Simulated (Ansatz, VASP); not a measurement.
**One calculation of Au, two programs**

INCAR

```
SYSTEM = Au
PREC = Accurate
ENCUT = 520
EDIFF = 1E-6
ISMEAR = -1
SIGMA = 0.05
LREAL = .FALSE.
LASPH = .TRUE.
NELM = 100
ALGO = Fast
ISIF = 2
LWAVE = .FALSE.
LCHARG = .FALSE.
GGA = PS
NBANDS = 18
```

KPOINTS

```
Automatic mesh
0
G
  10 10 6
  0 0 0
```

The input POSCAR:

```
Au
1.0
    2.8154890579      0.0000000000      0.0000000000
   -0.0129553469      2.8201795887      0.0000000000
   -1.1378916452     -1.1854109603      4.9240140333
Au
2
Direct
    0.6728620000      0.6659620000      0.2740550000
    0.3271380000      0.3340380000      0.7259450000
```

input.yaml

```yaml
crystal:
  lattice:
    - [2.8154890579, 0.0, 0.0]
    - [-0.0129553469, 2.8201795887, 0.0]
    - [-1.1378916452, -1.1854109603, 4.9240140333]
  atoms:
    - { symbol: Au, position: [0.672862, 0.665962, 0.274055] }
    - { symbol: Au, position: [0.327138, 0.334038, 0.725945] }
hamiltonian:
  xc: pbesol
  pseudopotentials: { kind: paw }
kpoints:
  mp_grid: { grid: [10, 10, 6] }
scf:
  occupations: { method: fermi_dirac, width: 0.05 }
output:
  forces: true
  stress: true
  eigenvalues: true
```

This isn't the form of Au at room conditions, which is fcc.

Alike in both runs: task single point; functional PBEsol; k mesh 10 × 10 × 6; occupations fermi-dirac, width 0.05 eV; no spin polarisation.

|  | VASP | Ansatz |
| --- | --- | --- |
| version | VASP 6.6.1 | Ansatz 0.2.0 |
| potentials or method | VASP PAW PBE potentials, release 64 (Au) | Ansatz PAW |
| plane-wave cutoff (eV) | 520 | 420 |
| valence electrons in the cell | 22 | 38 |

```tsv
	VASP	Ansatz	Ansatz less VASP
gap on the k mesh at the Fermi level (eV)	none	none	-
pressure (GPa)	-8.1	-8.0	+0.16
largest component of the traceless stress (GPa)	1.37	1.39	+0.020
rms of the force components (eV/Å)	0.075	0.073	-0.0017
```

Atom by atom the forces differ by 0.002 eV/Å (rms over components). A gap of «none» marks a metal or a gap that the smearing closes. The two sets of potentials don't hold the same shells in valence.

Caveats: the PAW data sets were made with another functional, which shifts forces and pressure a little (VASP); the PAW data sets come from PBE, with cores solved anew for the run's functional, which leaves a small shift of forces and pressure (Ansatz). Spin-orbit coupling is left out, which matters for the levels of Au.
